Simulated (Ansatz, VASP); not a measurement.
# Two plane-wave programs on Al

File INCAR:

```
  PREC = Accurate
  ENCUT = 520
  EDIFF = 1E-6
  ISMEAR = 0
  SIGMA = 0.15
  LREAL = False
  LASPH = True
  NELM = 80
  ALGO = Normal
  ISIF = 2
  LWAVE = False
  LCHARG = False
  GGA = PE
  NBANDS = 8
```

KPOINTS

```
regular mesh
0
Gamma
  22 22 22
```

Contents of POSCAR:

```
Al
1.0
   -1.4509674928      1.4509674928      1.9564845673
    1.4509674928     -1.4509674928      1.9564845673
    1.4509674928      1.4509674928     -1.9564845673
Al
1
Direct
    0.0000000000      0.0000000000      0.0000000000
```

Input for Ansatz:

```yaml
crystal:
  lattice:
    - [-1.4509674928, 1.4509674928, 1.9564845673]
    - [1.4509674928, -1.4509674928, 1.9564845673]
    - [1.4509674928, 1.4509674928, -1.9564845673]
  atoms:
    - { symbol: Al, position: [0.0, 0.0, 0.0] }
basis:
  ecutwfc: 420
kpoints:
  mp_grid: { grid: [22, 22, 22] }
hamiltonian:
  xc: pbe
scf:
  occupations: { method: gaussian, width: 0.15 }
output:
  forces: true
  stress: true
  eigenvalues: true
```

Alike in both runs: task single point; functional PBE; k mesh 22 × 22 × 22; occupations gaussian, width 0.15 eV; no spin polarisation.

|  | VASP | Ansatz |
| --- | --- | --- |
| version | VASP 6.6.1 | Ansatz 0.2.0 |
| potentials or method | VASP PAW PBE potentials, release 64 (Al) | scalar-relativistic, plane waves, PAW |
| plane-wave cutoff (eV) | 520 | 420 |
| valence electrons in the cell | 3 | 3 |

```csv
,VASP,Ansatz,Ansatz less VASP
gap on the k mesh at the Fermi level (eV),none,none,-
pressure (GPa),0.2,0.2,+0.04
largest component of the traceless stress (GPa),1.85,1.84,-0.003
```

A gap of «none» marks a metal or a gap that the smearing closes.
